**Q:** I need the refractive index of gallium phosphide under strain, so I looked at the static dielectric constant of the electrons, whose square root it is in the infrared, well below the gap but above the lattice vibrations. It grows as the crystal expands, and it grows faster and faster. Can I use that trend?

Optical response of zinc-blende GaP from Yambo 5.3.0 in the random-phase approximation (Hartree kernel), on Quantum ESPRESSO PBEsol states without quasiparticle correction. The response uses a 4×4×4 k mesh, 34 bands, 0.1 eV damping and a field along x; the tabulated gap is from the 8×8×8 ground-state mesh. “Independent” means without local fields.

```
volume (Å³/atom)  shortest distance (Å)  gap on scf mesh (eV)  absorption peak (eV)  absorption peak height  dielectric static along field  dielectric static along field independent
          17.812                  2.262                 1.226                 4.724                  100.16                         16.271                                     17.413
          18.621                  2.295                 1.334                 3.116                   96.86                         16.967                                     18.102
          19.431                  2.328                 1.431                 2.915                   95.57                         18.049                                     19.185
          20.240                  2.360                 1.519                 2.814                   83.88                         19.412                                     20.902
          21.050                  2.391                 1.419                 2.613                  101.97                         22.206                                     23.816
          21.860                  2.421                 1.120                 2.412                  107.17                         27.586                                     29.432
```

**A:** Look at the given cell first, at 20.24 Å³/atom. The constant there is 19.4, while the measured electronic value, roughly recalled, is about 9. A discrepancy of a factor of two should make you suspicious of the slope as well as the level. Which quantity would you hold responsible for the growth?

**Q:** The gap. A smaller gap makes electrons easier to polarise. But in the table the gap widens up to the given cell, and the dielectric constant still rises.

**A:** That gap is the wrong one for this purpose. Up to the given cell it is indirect: the highest filled and lowest empty states lie at different crystal momenta. Light of long wavelength carries almost no momentum, so, without help from lattice vibrations, it drives only vertical transitions, and these start at the direct gap. The same calculations give a direct gap that shrinks at every step, from 2.80 eV in the smallest cell to 1.12 eV in the largest. In the last two cells it has become the smallest gap of all, which is why the tabulated gap turns over.

**Q:** Then the direct gap closes and the response grows. That sounds like honest physics.

**A:** The direction is right. The size is the problem, and it most likely comes from how the transitions are added up. The program samples crystal momentum at 4×4×4 = 64 points, and each point speaks for everything in its neighbourhood. The smallest direct gap of GaP is known to sit at the zone centre, Γ. The momenta are not printed here, but this gap falls by about 8 eV per unit of ln(volume), a size typical of a Γ gap.

Around Γ the bands separate steeply. If the curvature at Γ held all the way, the transition energy would climb by some 4 eV before the edge of the region that its point represents. Real bands flatten on the way, so the true climb is smaller, but it is not small beside a closing gap. The mesh ignores that climb and treats the whole region as if it had the small gap found at its centre. As the gap closes, the mistake is magnified.

**Q:** Can you put a number on that?

**A:** A transition of energy E contributes to the static response in proportion to |p|²/E³, where p is the momentum matrix element that couples the two states. One factor 1/E comes from the strength of the transition, and two more from driving it far below its resonance. In atomic units, with Ω the volume of the two-atom cell and P² the summed squared matrix element at Γ, the single mesh point adds

Δε(point) = 16πP² / (64 Ω E³).

Take the given cell. A rough recalled coupling energy of 22 eV gives P² = 22/(2 × 27.2) = 0.404. The volume is 2 × 20.24 Å³, or 273 bohr³, and E is 1.736/27.2 = 0.0638 hartree. The result is 16π × 0.404/(64 × 273 × 0.0638³) ≈ 4, so one point in 64 supplies a few units of the dielectric constant.

**Q:** And if the neighbourhood of Γ were sampled properly?

**A:** Let the transition energy rise as E + k²/2μ, where k is the distance from Γ and μ the reduced mass of electron and hole, and integrate over k. That gives

Δε(integrated) = P²(2μ)^(3/2) / (2E^(3/2)).

With μ of about 0.07 electron masses, also a rough value, this is below one in the given cell. Since real bands flatten away from Γ, the true value is probably somewhat larger. The integrated term also responds far less to a closing gap, because the region in which E stays small shrinks along with the gap. From the smallest to the largest cell the integrated term grows by about one unit, the single-point term by more than ten.

**Q:** Which of the two does the table follow?

**A:** Use the independent column, which leaves out local fields. The local-field part is calculated in a basis that gains a shell of plane waves at the given cell, so it has a step of its own. The independent constant rises by 12.0 over the series, the size expected of the single point and far beyond the integrated term.

The curvature alone would not have told you this. I fitted each form to all six rows with a free constant and a free scale, and both follow the data about equally well. But the single-point term needs a scale of 0.84, close to the estimate, whereas the integrated term has to be enlarged about thirteenfold, more than the flattening of the bands is likely to supply. The printed output after this conversation has the details.

**Q:** So the mesh explains the whole error?

**A:** The estimate covers only its Γ point, which accounts for most of the growth, but not for the level. If you subtract the single-point term, about 16 remains in the first five cells, still far above 9. In the largest cell 14 remains, so there the estimate probably takes away too much. Other mesh points may also speak for regions that are too large, and PBEsol makes gaps too small, which raises the response further. The program also warned, in every row, that the cut in the number of bands splits a degenerate level, and the effect of that was not tested. How the rest of the excess divides between such causes is open.

**Q:** I had trusted the mesh because the gap is the same on a finer one.

**A:** It is: the gap on the 8×8×8 mesh of the ground-state run agrees with that on the optical mesh to within 1 meV. But a gap needs only the two band edges, and a coarse mesh can hit those exactly. A dielectric constant needs an average over all crystal momenta in the zone. Agreement in the first is no evidence for the second.

**Q:** Could I at least follow the absorption peak?

**A:** Not as one transition. Between the first two cells it drops by 1.6 eV, while the direct gap moves by only 0.4 eV. The two peaks are almost equally high, so the column has most likely switched from one feature of the spectrum to another.

**Q:** What would have warned me without the formula?

**A:** The sensitivity to volume. In the first step the independent constant grows by about 0.9 % for each per cent of volume, in the last by 5.6 %. When a response speeds up like that while a direct gap closes, ask how much of it hangs on one mesh point. The test is to repeat the optical run on a denser mesh. Halving the spacing in each direction cuts the weight of Γ from 1/64 to 1/512, and an artefact of this kind should shrink with it. That run has not been made here, so the diagnosis rests on the size estimate, and I would not take your refractive index from any of these rows.

Printed output of the fit:

```
Direct gap and parts of the dielectric constant:
     row  direct gap eV  one-point term  integrated term  independent less one-point  local-field reduction  (220) shell Ry
  17.812          2.804           1.207             0.32                       16.21                  1.142           3.242
  18.621          2.428           1.778           0.3972                       16.32                  1.135           3.147
  19.431          2.072           2.742           0.5039                       16.44                  1.136           3.059
   20.24          1.736           4.478           0.6572                       16.42                   1.49           2.977
   21.05          1.419           7.887           0.8894                       15.93                   1.61             2.9
   21.86           1.12           15.44            1.268                       13.99                  1.846           2.828
fit of epsi on 6 rows: constant 16.8 +/- 0.24, coefficient of onepoint 0.8363 +/- 0.032; rms 0.311, worst 21.05 -0.419, leave-one-out rms 0.788
fit of epsi on 6 rows: constant 12.94 +/- 0.39, coefficient of smooth 12.69 +/- 0.52; rms 0.336, worst 17.812 -0.413, leave-one-out rms 0.725
Rise of independent dielectric constant, first to last row: 12.02
Rise of one-point term, first to last row: 14.23
Rise of integrated term, first to last row: 0.9481
Percent change of independent constant per percent of volume, first step: 0.8736
Percent change of independent constant per percent of volume, last step: 5.607
Dielectric constant of given cell over rough recalled 9: 2.157
Direct-gap deformation potential, first to last row, eV: -8.226
Rough climb of transition energy within the region of one mesh point, given cell, eV: 4.384
Largest gap difference between the two meshes, meV: 0.485
Shift of absorption peak, first step, eV: -1.608
Shift of direct gap, first step, eV: -0.3763
```
